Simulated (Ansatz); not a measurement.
Ansatz input file:

```yaml
crystal:
  lattice:
    - [4.5264041381, 0.0, 0.0]
    - [-2.263202069, 3.9199809714, 0.0]
    - [0.0, 0.0, 7.3906582544]
  atoms:
    - { symbol: Na, position: [0.0, 0.0, 0.0] }
    - { symbol: I, position: [0.6666666667, 0.3333333333, 0.25] }
    - { symbol: Na, position: [0.3333333333, 0.6666666667, 0.5] }
    - { symbol: I, position: [0.6666666667, 0.3333333333, 0.75] }
basis:
  ecutwfc: 420
kpoints:
  mp_grid: { grid: [6, 6, 3] }
hamiltonian:
  xc: pbesol
scf:
  occupations: { method: gaussian, width: 0.02 }
output:
  forces: true
  stress: true
  eigenvalues: true
  populations: true
relax:
  adjacent_minimum: "off"
  f_tol: 0.01
  max_steps: 45
  cell: { stress_tol: 0.05 }
```

Command:
```bash
ansatz run input.yaml --threads 1 --pin off --max-ram 2560MiB --backend cpu --events-out ev --progress --plain --runs-dir out
```

Method: Ansatz 0.2.0, DFT PBEsol, scalar-relativistic, plane waves, PAW.

Abridged output:

```
Pseudopotentials: kind: paw
Pseudopotential: Na, paw, valence charge 9, recommended cutoff 420 eV (normal)
Pseudopotential: I, paw, valence charge 17, recommended cutoff 420 eV (normal)
Functional definition: PBEsol
Crystal: 4 atoms, lattice volume = 131.136 Å³
Basis set: ecut = 420 eV, 2539 PW (Γ), exchange–correlation on 64×64×100 points (8 copies of the dense FFT grid, shifted against one another)
Bands: 32, of which v1, the nominal top of the filled ones, is band 26 counted from 1 (25 counted from 0)
Symmetry: 24 space group operations
Space group: P63/mmc (ITA 194), of the structure as read, at distance tolerance 5.1e-5 Å
k-points: 14 of 108
Initial density: superposition of atomic densities (neutral atoms: chi_scale 0, normalization atom), corrected by the library's trained network
Initial wavefunctions: pseudopotential atomic-orbital guess
Functional: x = pbesol(κ = 0.804, μ = 0.12345679), c = pbesol(β = 0.046)
SCF iter   1: F=—  HF=-17820.933280 eV  |F-HF|=—  |Δ(HF+E_count)|=         —  Δρ=2.10e-3  dr2=3.03e-3  ethr=1.77e-3  ⟨swp⟩=8.6  Hψ=2066  notcnv=0
SCF iter   2: F=—  HF=-17820.930102 eV  |F-HF|=—  |Δ(HF+E_count)|=   3.18e-3  Δρ=1.21e-3  dr2=2.15e-3  ethr=5.83e-6  ⟨swp⟩=2.5  Hψ=998  notcnv=0  defer=22
SCF iter   3: F=—  HF=-17820.929923 eV  |F-HF|=—  |Δ(HF+E_count)|=   1.79e-4  Δρ=3.30e-4  dr2=1.21e-4  ethr=4.14e-6  ⟨swp⟩=2.0  Hψ=824  notcnv=0  defer=22
SCF iter   4: F=—  HF=-17820.929937 eV  |F-HF|=—  |Δ(HF+E_count)|=   1.43e-5  Δρ=1.22e-4  dr2=2.18e-5  ethr=2.32e-7  ⟨swp⟩=2.0  Hψ=762  notcnv=0  defer=22
SCF iter   5: F=—  HF=-17820.929950 eV  |F-HF|=—  |Δ(HF+E_count)|=   1.28e-5  Δρ=4.49e-5  dr2=3.93e-6  ethr=4.20e-8  ⟨swp⟩=2.0  Hψ=510  notcnv=0  defer=22
SCF iter   6: F=—  HF=-17820.929954 eV  |F-HF|=—  |Δ(HF+E_count)|=   3.51e-6  Δρ=1.04e-5  dr2=2.64e-7  ethr=7.56e-9  ⟨swp⟩=2.0  Hψ=518  notcnv=0  defer=22
SCF iter   7: F=-17820.929954 eV  HF=-17820.929954 eV  |F-HF|=3.39e-9  |Δ(HF+E_count)|=   3.02e-7  Δρ=1.69e-6  dr2=9.02e-9  ethr=1.92e-10  ⟨swp⟩=10.3  Hψ=2006  notcnv=0
SCF 1 converged in 7 iterations: F = -17820.929954 eV  dr2 = 9.02e-9
relax step   1: F+E_penalty+E_count = -17820.92995409 eV  Δ(F+E_penalty+E_count) = +0.000e0 eV  max|allowed force component| = 8.963e-18 eV/Å  Δτ_max = 0.0000 Å  P = +1.502 GPa  Ω = 131.136 Å³  (7 SCF iters, dr2 threshold 1.00e-7 eV, accepted)
Crystal: 4 atoms, lattice volume = 134.653 Å³
Basis set: ecut = 420 eV, 2623 PW (Γ), exchange–correlation on 64×64×100 points (8 copies of the dense FFT grid, shifted against one another)
Initial density: handed on by an earlier stage of this run
Initial wavefunctions: those handed on with the density
SCF iter   1: F=—  HF=-17821.078028 eV  |F-HF|=—  |Δ(HF+E_count)|=         —  Δρ=1.66e-3  dr2=2.27e-3  ethr=4.32e-6  ⟨swp⟩=3.1  Hψ=2939  notcnv=0
SCF iter   2: F=—  HF=-17821.077668 eV  |F-HF|=—  |Δ(HF+E_count)|=   3.60e-4  Δρ=8.85e-4  dr2=6.84e-4  ethr=4.32e-6  ⟨swp⟩=2.0  Hψ=666  notcnv=0
SCF iter   3: F=—  HF=-17821.077647 eV  |F-HF|=—  |Δ(HF+E_count)|=   2.06e-5  Δρ=1.38e-4  dr2=4.11e-5  ethr=1.31e-6  ⟨swp⟩=2.0  Hψ=520  notcnv=0
SCF iter   4: F=—  HF=-17821.077733 eV  |F-HF|=—  |Δ(HF+E_count)|=   8.52e-5  Δρ=4.74e-5  dr2=3.32e-6  ethr=7.90e-8  ⟨swp⟩=2.1  Hψ=654  notcnv=0
SCF iter   5: F=-17821.077734 eV  HF=-17821.077734 eV  |F-HF|=4.31e-8  |Δ(HF+E_count)|=   1.38e-6  Δρ=6.24e-6  dr2=6.27e-8  ethr=7.69e-10  ⟨swp⟩=7.9  Hψ=1936  notcnv=0
SCF 2 converged in 5 iterations: F = -17821.077734 eV  dr2 = 6.27e-8
relax step   2: F+E_penalty+E_count = -17821.07773411 eV  Δ(F+E_penalty+E_count) = -1.478e-1 eV  max|allowed force component| = 5.493e-18 eV/Å  Δτ_max = 0.0000 Å  P = +0.494 GPa  Ω = 134.653 Å³  energy of the carried Pulay correction = -2.980e-4 eV  (5 SCF iters, dr2 threshold 4.00e-7 eV, accepted)
Crystal: 4 atoms, lattice volume = 135.665 Å³
Basis set: ecut = 420 eV, 2673 PW (Γ), exchange–correlation on 64×64×100 points (8 copies of the dense FFT grid, shifted against one another)
SCF iter   1: F=—  HF=-17821.120236 eV  |F-HF|=—  |Δ(HF+E_count)|=         —  Δρ=1.17e-3  dr2=7.00e-4  ethr=1.76e-6  ⟨swp⟩=3.0  Hψ=2924  notcnv=0
SCF iter   2: F=—  HF=-17821.120374 eV  |F-HF|=—  |Δ(HF+E_count)|=   1.38e-4  Δρ=6.39e-4  dr2=2.38e-4  ethr=1.35e-6  ⟨swp⟩=1.0  Hψ=448  notcnv=0
SCF iter   3: F=—  HF=-17821.120660 eV  |F-HF|=—  |Δ(HF+E_count)|=   2.86e-4  Δρ=5.74e-5  dr2=7.54e-6  ethr=4.58e-7  ⟨swp⟩=2.0  Hψ=515  notcnv=0
SCF iter   4: F=—  HF=-17821.120665 eV  |F-HF|=—  |Δ(HF+E_count)|=   5.23e-6  Δρ=2.75e-5  dr2=1.22e-6  ethr=1.45e-8  ⟨swp⟩=2.0  Hψ=808  notcnv=0
SCF iter   5: F=-17821.120666 eV  HF=-17821.120666 eV  |F-HF|=8.64e-9  |Δ(HF+E_count)|=   8.76e-7  Δρ=3.66e-6  dr2=1.65e-8  ethr=7.69e-10  ⟨swp⟩=7.3  Hψ=1912  notcnv=0
SCF 3 converged in 5 iterations: F = -17821.120666 eV  dr2 = 1.65e-8
relax step   3: F+E_penalty+E_count = -17821.12066596 eV  Δ(F+E_penalty+E_count) = -4.293e-2 eV  max|allowed force component| = 4.626e-18 eV/Å  Δτ_max = 0.0000 Å  P = +0.097 GPa  Ω = 135.665 Å³  energy of the carried Pulay correction = -3.853e-4 eV  (5 SCF iters, dr2 threshold 4.00e-7 eV, accepted)
Crystal: 4 atoms, lattice volume = 135.733 Å³
Basis set: ecut = 420 eV, 2661 PW (Γ), exchange–correlation on 64×64×100 points (8 copies of the dense FFT grid, shifted against one another)
SCF iter   1: F=—  HF=-17821.123814 eV  |F-HF|=—  |Δ(HF+E_count)|=         —  Δρ=4.04e-4  dr2=7.63e-5  ethr=2.85e-7  ⟨swp⟩=3.1  Hψ=2704  notcnv=0
SCF iter   2: F=—  HF=-17821.124035 eV  |F-HF|=—  |Δ(HF+E_count)|=   2.22e-4  Δρ=2.21e-4  dr2=2.62e-5  ethr=1.47e-7  ⟨swp⟩=1.0  Hψ=448  notcnv=0
SCF iter   3: F=—  HF=-17821.124055 eV  |F-HF|=—  |Δ(HF+E_count)|=   2.02e-5  Δρ=1.75e-5  dr2=7.39e-7  ethr=5.05e-8  ⟨swp⟩=2.0  Hψ=519  notcnv=0
SCF iter   4: F=-17821.124056 eV  HF=-17821.124056 eV  |F-HF|=2.51e-8  |Δ(HF+E_count)|=   8.55e-7  Δρ=7.59e-6  dr2=8.05e-8  ethr=7.69e-10  ⟨swp⟩=7.1  Hψ=1954  notcnv=0
SCF 4 converged in 4 iterations: F = -17821.124056 eV  dr2 = 8.05e-8
relax step   4: F+E_penalty+E_count = -17821.12405616 eV  Δ(F+E_penalty+E_count) = -3.390e-3 eV  max|allowed force component| = 1.301e-18 eV/Å  Δτ_max = 0.0000 Å  P = +0.009 GPa  Ω = 135.733 Å³  energy of the carried Pulay correction = -3.924e-4 eV  (4 SCF iters, dr2 threshold 4.00e-7 eV, accepted)
Crystal: 4 atoms, lattice volume = 135.741 Å³
SCF iter   1: F=—  HF=-17821.123889 eV  |F-HF|=—  |Δ(HF+E_count)|=         —  Δρ=4.18e-5  dr2=1.03e-6  ethr=6.71e-9  ⟨swp⟩=3.1  Hψ=2534  notcnv=0
SCF iter   2: F=—  HF=-17821.124091 eV  |F-HF|=—  |Δ(HF+E_count)|=   2.01e-4  Δρ=2.33e-5  dr2=4.00e-7  ethr=1.98e-9  ⟨swp⟩=1.9  Hψ=461  notcnv=0
SCF iter   3: F=—  HF=-17821.124091 eV  |F-HF|=—  |Δ(HF+E_count)|=   4.30e-7  Δρ=2.52e-6  dr2=1.36e-8  ethr=7.70e-10  ⟨swp⟩=2.0  Hψ=537  notcnv=0
SCF iter   4: F=-17821.124091 eV  HF=-17821.124091 eV  |F-HF|=2.33e-10  |Δ(HF+E_count)|=   1.74e-8  Δρ=9.00e-7  dr2=8.49e-10  ethr=1.38e-11  ⟨swp⟩=6.4  Hψ=1722  notcnv=0
SCF 5 converged in 4 iterations: F = -17821.124091 eV  dr2 = 8.49e-10
relax step   5: F+E_penalty+E_count = -17821.12409113 eV  Δ(F+E_penalty+E_count) = -3.497e-5 eV  max|allowed force component| = 3.036e-18 eV/Å  Δτ_max = 0.0000 Å  P = +0.000 GPa  Ω = 135.741 Å³  energy of the carried Pulay correction = -3.933e-4 eV  (4 SCF iters, dr2 threshold 7.20e-9 eV, accepted)
Basis set: ecut = 420 eV, 2661 PW (Γ), exchange–correlation on 60×60×120 points (8 copies of the dense FFT grid, shifted against one another)
Initial wavefunctions: pseudopotential atomic-orbital guess (no wavefunctions were taken with the density)
SCF iter   1: F=—  HF=-17821.110403 eV  |F-HF|=—  |Δ(HF+E_count)|=         —  Δρ=8.89e-4  dr2=4.85e-5  ethr=2.71e-6  ⟨swp⟩=3.1  Hψ=3035  notcnv=0
SCF iter   2: F=—  HF=-17821.121103 eV  |F-HF|=—  |Δ(HF+E_count)|=   1.07e-2  Δρ=4.47e-4  dr2=6.84e-6  ethr=9.32e-8  ⟨swp⟩=2.1  Hψ=643  notcnv=0
SCF iter   3: F=—  HF=-17821.124496 eV  |F-HF|=—  |Δ(HF+E_count)|=   3.39e-3  Δρ=1.56e-4  dr2=2.59e-6  ethr=1.32e-8  ⟨swp⟩=2.6  Hψ=697  notcnv=0
SCF iter   4: F=—  HF=-17821.124894 eV  |F-HF|=—  |Δ(HF+E_count)|=   3.98e-4  Δρ=5.66e-5  dr2=9.28e-7  ethr=4.98e-9  ⟨swp⟩=2.0  Hψ=548  notcnv=0
SCF iter   5: F=—  HF=-17821.124944 eV  |F-HF|=—  |Δ(HF+E_count)|=   4.97e-5  Δρ=1.24e-5  dr2=8.36e-8  ethr=1.79e-9  ⟨swp⟩=2.4  Hψ=619  notcnv=0
SCF iter   6: F=—  HF=-17821.124946 eV  |F-HF|=—  |Δ(HF+E_count)|=   2.25e-6  Δρ=1.84e-6  dr2=6.92e-9  ethr=1.61e-10  ⟨swp⟩=2.0  Hψ=548  notcnv=0
SCF iter   7: F=—  HF=-17821.124946 eV  |F-HF|=—  |Δ(HF+E_count)|=   3.18e-8  Δρ=3.66e-7  dr2=2.69e-10  ethr=1.33e-11  ⟨swp⟩=2.0  Hψ=560  notcnv=0
SCF iter   8: F=-17821.124946 eV  HF=-17821.124946 eV  |F-HF|=3.64e-12  |Δ(HF+E_count)|=  1.24e-10  Δρ=7.75e-8  dr2=1.77e-11  ethr=1.00e-12  ⟨swp⟩=5.7  Hψ=1945  notcnv=0
SCF 6 converged in 8 iterations: F = -17821.124946 eV  dr2 = 1.77e-11
SCF converged after 8 iterations
Free energy (F): -17821.124946 eV
Harris-Foulkes:  -17821.124946 eV  (|F-HF|=3.64e-12)
Internal energy: -17821.124946 eV  (E = F + TS)
E sigma→0 (E₀):  -17821.124946 eV
Fermi energy:    4.867261 eV
--- Per-component energies (eV) ---
  E_band       = -1226.841395
  E_kinetic    = 620.781627
  E_local      = -6744.832333  (includes V_loc(G=0)·N_el)
  E_nonlocal   = 55.122480
  E_hartree    = 3056.721800
  E_xc         = -331.350001
  E_vxc        = -356.492464  (∫ρ·V_xc dr)
  E_paw        = -9981.599329  (= ΣΔE_a)
  E_vpaw       = -914.864441  (= ΣTr[D̂ρ^β])
  E_aug_tail   = -0.000025  (compensation charges beyond the density's cutoff)
  E_ewald      = -4496.902838
  E_core_change = 0.933672  (= ΣΔE_core)
  E_smearing   =  0.000000  (= −TS)
--- Forces (eV/Å), atoms counted from 1 ---
  atom   1  Na     0.00000000     0.00000000     0.00000000
  atom   2  I      0.00000000     0.00000000     0.00000000
  atom   3  Na     0.00000000     0.00000000     0.00000000
  atom   4  I      0.00000000     0.00000000     0.00000000
--- Stress (GPa, compression-positive) ---
        0.001043       0.000000       0.000000
        0.000000       0.001043       0.000000
        0.000000       0.000000       0.048464
  P = ⅓ Tr σ = 0.0168 GPa (0.168 kbar)
--- Band table (eV; the first three rows and the last of 14) ---
  k-point 0: bands = ["-47.2821", "-47.2821", "-39.9691", "-39.9691", "-39.9689", "-39.9689", "-39.9686", "-39.9675", "-39.9614", "-39.9614", "-39.9613", "-39.9613", "-19.3650", "-19.3650", "-19.3649", "-19.3649", "-19.3533", "-19.3492", "-8.0903", "-7.7652", "0.4844", "2.9788", "2.9788", "3.0244", "3.2987", "3.2987", "6.3655", "8.7465", "9.4522", "10.2550", "10.9077", "10.9077"]
  k-point 1: bands = ["-47.2821", "-47.2821", "-39.9691", "-39.9691", "-39.9690", "-39.9690", "-39.9684", "-39.9678", "-39.9614", "-39.9614", "-39.9613", "-39.9613", "-19.3650", "-19.3650", "-19.3650", "-19.3650", "-19.3522", "-19.3502", "-8.0144", "-7.8523", "0.9579", "2.1434", "3.0536", "3.0536", "3.2132", "3.2132", "7.0700", "8.0672", "10.2219", "10.8556", "11.0900", "11.0900"]
  k-point 2: bands = ["-47.2821", "-47.2821", "-39.9692", "-39.9691", "-39.9689", "-39.9689", "-39.9686", "-39.9674", "-39.9613", "-39.9613", "-39.9613", "-39.9612", "-19.3666", "-19.3662", "-19.3655", "-19.3651", "-19.3526", "-19.3491", "-8.0179", "-7.7054", "0.6280", "2.2278", "2.6936", "2.8445", "3.0956", "3.1709", "7.1065", "9.0269", "9.5444", "9.6879", "10.2605", "11.3051"]
  k-point 13: bands = ["-47.2820", "-47.2820", "-39.9691", "-39.9691", "-39.9690", "-39.9690", "-39.9681", "-39.9675", "-39.9611", "-39.9611", "-39.9611", "-39.9611", "-19.3698", "-19.3690", "-19.3683", "-19.3683", "-19.3496", "-19.3496", "-7.6812", "-7.5498", "1.4454", "1.4454", "1.6590", "1.7136", "1.7136", "2.6873", "8.4000", "8.4000", "9.6927", "9.6927", "10.9912", "11.6110"]
--- Relaxed structure (5 steps of the walk, 5 accepted, 1 SCFs on fresh bases) ---
  F+E_penalty+E_count = -17821.12494605 eV   max|allowed force component| = 3.180e-18 eV/Å   (the final SCF, on the basis selected at the relaxed cell)
  cell:  # Å, volume = 135.7412 Å³
    - [4.39282586, 0.0, 0.0]
    - [-2.19641293, 3.80429879, 0.0]
    - [0.0, 0.0, 8.12256461]
  atoms:
    - { symbol: Na, position: [0.0, 0.0, 0.0] }
    - { symbol: I, position: [0.66666666, 0.33333333, 0.25000000] }
    - { symbol: Na, position: [0.33333333, 0.66666666, 0.50000000] }
    - { symbol: I, position: [0.66666666, 0.33333333, 0.75] }
--- Löwdin populations: 4 sites ---
  site symbol q [e]
     0     Na      8.3643
     1      I     17.5885
     2     Na      8.3643
     3      I     17.5885
  spilling = 0.001815 (of n_electrons = 52.000000)
```

The relaxation met its thresholds.

The run took 20 s on 1 thread of Intel(R) Xeon(R) Platinum 8259CL CPU @ 2.50GHz (Skylake/Cascade Lake), on a shared host, peak memory 0.52 GiB.